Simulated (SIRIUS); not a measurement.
KCl (Sylvite) under changes of volume

One of the cells (31.151 Å³/atom); the others are scaled copies at fixed shape and fractional positions:

```
K Cl
1.0
     0.00000    3.14647    3.14647
     3.14647    0.00000    3.14647
     3.14647    3.14647    0.00000
K Cl
1 1
Cartesian
  0.0000 0.0000 0.0000
  3.1465 3.1465 3.1465
```

- Program: SIRIUS 7.12.0
- Functional: RPBE
- Potentials or basis: all-electron FP-LAPW
- Cutoff: 158 eV
- Basis: apw+lo standard
- k mesh: 7 × 7 × 7
- Occupations: fermi-dirac, width 0.05 eV
- Spin: no spin polarisation

| volume (Å³/atom) | energy over the lowest point (meV/atom) | gap on the mesh (eV) |
| --- | --- | --- |
| 29.282 | 56.56 | 5.78 |
| 29.905 | 42.31 | 5.70 |
| 30.528 | ? | ? |
| 31.151 | 20.14 | 5.55 |
| 31.774 | 11.89 | 5.48 |
| 32.397 | 5.30 | 5.41 |
| 33.020 | 0.00 | 5.35 |

What does the run at 30.528 Å³/atom give?

Energy over the lowest point 30.33 meV/atom; gap on the mesh 5.63 eV.

Worked out: A Birch-Murnaghan fit of order 3 (a polynomial in V^(-2/3)) to the other rows has no minimum within the range. It gives 30.22 meV/atom at 30.528 Å³/atom, against the run's 30.33. A straight line through the other rows of the gap, of slope -3.6 eV per unit of ln V (its deformation potential), gives 5.63 eV, against the run's 5.63.

Energies are extrapolated to zero smearing.

Caveats: an odd mesh through Γ misses points on the zone boundary, where band edges often lie.
